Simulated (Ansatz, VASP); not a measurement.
# BaH in VASP and in Ansatz

Contents of INCAR:

```
PREC     = Accurate       # precision mode
ENCUT    = 600            # plane-wave cutoff, eV
EDIFF    = 1E-6           # SCF threshold, eV
ISMEAR   = 0              # smearing method
SIGMA    = 0.1            # smearing width, eV
LREAL    = False          # projectors in reciprocal space
LASPH    = True           # aspherical terms in the spheres
NELM     = 100            # most SCF steps
ALGO     = Normal         # electronic algorithm
ISIF     = 3              # what is computed and relaxed
LWAVE    = False          # write WAVECAR
LCHARG   = False          # write CHGCAR
GGA      = PE             # functional
IBRION   = 2              # ionic algorithm
NSW      = 100            # ionic steps
EDIFFG   = -0.01          # ionic threshold
```

The input KPOINTS:

```
regular mesh
0
Gamma
  16 16 16
```

File POSCAR:

```
BaH
1.0
    3.7014107200      0.0000000000      0.0000000000
    0.0000000000      3.7014107200      0.0000000000
    0.0000000000      0.0000000000      3.7014107200
Ba H
1 1
Direct
    0.0000000000      0.0000000000      0.0000000000
    0.5000000000      0.5000000000      0.5000000000
```

Input for Ansatz:

```yaml
crystal:
  lattice:
    - [3.70141072, 0.0, 0.0]
    - [0.0, 3.70141072, 0.0]
    - [0.0, 0.0, 3.70141072]
  atoms:
    - { symbol: Ba, position: [0.0, 0.0, 0.0] }
    - { symbol: H, position: [0.5, 0.5, 0.5] }
basis:
  ecutwfc: 420
kpoints:
  mp_grid: { grid: [16, 16, 16] }
hamiltonian:
  xc: pbe
scf:
  occupations: { method: gaussian, width: 0.1 }
output:
  forces: true
  stress: true
  eigenvalues: true
relax:
  adjacent_minimum: "off"
  f_tol: 0.01
  max_steps: 80
  cell: { stress_tol: 0.05 }
```

Change from the starting cell: species swapped into the YCu type (Pm-3m, No. 221).

Alike in both runs: task relaxation of cell and atoms; functional PBE; k mesh 16 × 16 × 16; occupations gaussian, width 0.1 eV; no spin polarisation.

|  | VASP | Ansatz |
| --- | --- | --- |
| version | VASP 6.6.1 | Ansatz 0.2.0 |
| potentials or method | VASP PAW PBE potentials, release 64 (Ba_sv, H) | scalar-relativistic, plane waves, PAW |
| plane-wave cutoff (eV) | 600 | 420 |
| valence electrons in the cell | 11 | 11 |

Ansatz gave:

| Property | Result |
| --- | --- |
| gap on the k mesh at the Fermi level, each at its own relaxed structure (eV) | none |
| relaxed volume (Å³/atom) | 22.74 |
| relaxed cell length with the largest relative difference (Å) | 3.569 |
| energy change over the relaxation (meV/atom) | -14 |

Q: Estimate VASP's values.

A: gap on the k mesh at the Fermi level, each at its own relaxed structure (eV): none; relaxed volume (Å³/atom): 23.58; relaxed cell length with the largest relative difference (Å): 3.613; energy change over the relaxation (meV/atom): -7.

A gap of «none» marks a metal or a gap that the smearing closes.

Spin-orbit coupling is left out, which matters for the levels of Ba.
